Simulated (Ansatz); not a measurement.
# TaN: the cost of one run

Method: DFT PBE, scalar-relativistic, plane waves, PAW, in Ansatz 0.2.0.

### 1 Starting point

It takes space group P6/mmm (No. 191, hexagonal). The conventional cell has a = 5.191 Å, b = 5.191 Å, c = 2.908 Å, α = 90.00°, β = 90.00°, γ = 120.00°. Ta (site symmetry 6/mmm) is surrounded by 6 N at 2.60 Å and 2 Ta at 2.91 Å. Ta (site symmetry -6m2) is surrounded by 6 N at 2.09 Å. N (site symmetry mmm) has 6 Ta at 2.09 to 2.60 Å in its first shell of neighbours.

As a file:

```cif
data_structure
_symmetry_space_group_name_H-M 'P6/mmm'
_symmetry_Int_Tables_number 191
_cell_length_a 5.1910
_cell_length_b 5.1910
_cell_length_c 2.9080
_cell_angle_alpha 90.000
_cell_angle_beta 90.000
_cell_angle_gamma 120.000
_cell_volume 67.86
loop_
_atom_site_label
_atom_site_type_symbol
_atom_site_symmetry_multiplicity
_atom_site_Wyckoff_symbol
_atom_site_fract_x
_atom_site_fract_y
_atom_site_fract_z
_atom_site_occupancy
Ta1 Ta 1 a 0.00000 0.00000 0.00000 1
Ta2 Ta 2 d 0.33333 0.66667 0.50000 1
N1 N 3 f 0.50000 0.00000 0.00000 1
```

The runs take a perfect supercell of 54 atoms; the defect goes to fractional position (0.167, 0.833, 0.000).

### 2 The perfect supercell

Input file input.yaml:

```yaml
crystal:
  lattice:
    - [7.7865, 4.495538, 0.0]
    - [-7.7865, 4.495538, 0.0]
    - [0.0, 0.0, 8.724]
  atoms:
    - { symbol: Ta, position: [0.0, 0.0, 0.0] }
    - { symbol: Ta, position: [0.0, 0.0, 0.333333] }
    - { symbol: Ta, position: [0.0, 0.0, 0.666667] }
    - { symbol: Ta, position: [0.333333, 0.666667, 0.0] }
    - { symbol: Ta, position: [0.333333, 0.666667, 0.333333] }
    - { symbol: Ta, position: [0.333333, 0.666667, 0.666667] }
    - { symbol: Ta, position: [0.666667, 0.333333, 0.0] }
    - { symbol: Ta, position: [0.666667, 0.333333, 0.333333] }
    - { symbol: Ta, position: [0.666667, 0.333333, 0.666667] }
    - { symbol: Ta, position: [0.333333, 0.333333, 0.166667] }
    - { symbol: Ta, position: [0.333333, 0.333333, 0.5] }
    - { symbol: Ta, position: [0.333333, 0.333333, 0.833333] }
    - { symbol: Ta, position: [0.666667, 0.0, 0.166667] }
    - { symbol: Ta, position: [0.666667, 0.0, 0.5] }
    - { symbol: Ta, position: [0.666667, 0.0, 0.833333] }
    - { symbol: Ta, position: [0.0, 0.666667, 0.166667] }
    - { symbol: Ta, position: [0.0, 0.666667, 0.5] }
    - { symbol: Ta, position: [0.0, 0.666667, 0.833333] }
    - { symbol: Ta, position: [0.333333, 1.0, 0.166667] }
    - { symbol: Ta, position: [0.333333, 1.0, 0.5] }
    - { symbol: Ta, position: [0.333333, 1.0, 0.833333] }
    - { symbol: Ta, position: [0.666667, 0.666667, 0.166667] }
    - { symbol: Ta, position: [0.666667, 0.666667, 0.5] }
    - { symbol: Ta, position: [0.666667, 0.666667, 0.833333] }
    - { symbol: Ta, position: [0.0, 0.333333, 0.166667] }
    - { symbol: Ta, position: [0.0, 0.333333, 0.5] }
    - { symbol: Ta, position: [0.0, 0.333333, 0.833333] }
    - { symbol: "N", position: [0.166667, 0.833333, 0.0] }
    - { symbol: "N", position: [0.166667, 0.833333, 0.333333] }
    - { symbol: "N", position: [0.166667, 0.833333, 0.666667] }
    - { symbol: "N", position: [0.5, 0.5, 0.0] }
    - { symbol: "N", position: [0.5, 0.5, 0.333333] }
    - { symbol: "N", position: [0.5, 0.5, 0.666667] }
    - { symbol: "N", position: [0.833333, 0.166667, 0.0] }
    - { symbol: "N", position: [0.833333, 0.166667, 0.333333] }
    - { symbol: "N", position: [0.833333, 0.166667, 0.666667] }
    - { symbol: "N", position: [0.333333, 0.166667, 0.0] }
    - { symbol: "N", position: [0.333333, 0.166667, 0.333333] }
    - { symbol: "N", position: [0.333333, 0.166667, 0.666667] }
    - { symbol: "N", position: [0.666667, 0.833333, 0.0] }
    - { symbol: "N", position: [0.666667, 0.833333, 0.333333] }
    - { symbol: "N", position: [0.666667, 0.833333, 0.666667] }
    - { symbol: "N", position: [0.0, 0.5, 0.0] }
    - { symbol: "N", position: [0.0, 0.5, 0.333333] }
    - { symbol: "N", position: [0.0, 0.5, 0.666667] }
    - { symbol: "N", position: [0.166667, 0.333333, 0.0] }
    - { symbol: "N", position: [0.166667, 0.333333, 0.333333] }
    - { symbol: "N", position: [0.166667, 0.333333, 0.666667] }
    - { symbol: "N", position: [0.5, 0.0, 0.0] }
    - { symbol: "N", position: [0.5, 0.0, 0.333333] }
    - { symbol: "N", position: [0.5, 0.0, 0.666667] }
    - { symbol: "N", position: [0.833333, 0.666667, 0.0] }
    - { symbol: "N", position: [0.833333, 0.666667, 0.333333] }
    - { symbol: "N", position: [0.833333, 0.666667, 0.666667] }
basis:
  ecutwfc: 420
  fft_grid_basis: typed
kpoints:
  mp_grid: { grid: [3, 3, 2] }
hamiltonian:
  xc: pbe
  pseudopotentials: { kind: paw }
scf:
  occupations: { method: gaussian, width: 0.05 }
output:
  forces: true
  stress: false
  eigenvalues: true
  bader: false
  write_density: true
  volumetric_format: npy
```

Launch:

```
$ ansatz run input.yaml --threads 8 --pin off --max-ram 16384MiB --backend cpu --events-out ev --progress --plain --runs-dir out
```

What time and memory should one allow on 8 threads of Intel Xeon 6975P-C (Granite Rapids), shared host?

About 5.1 s, with a peak of 4.8 GiB.
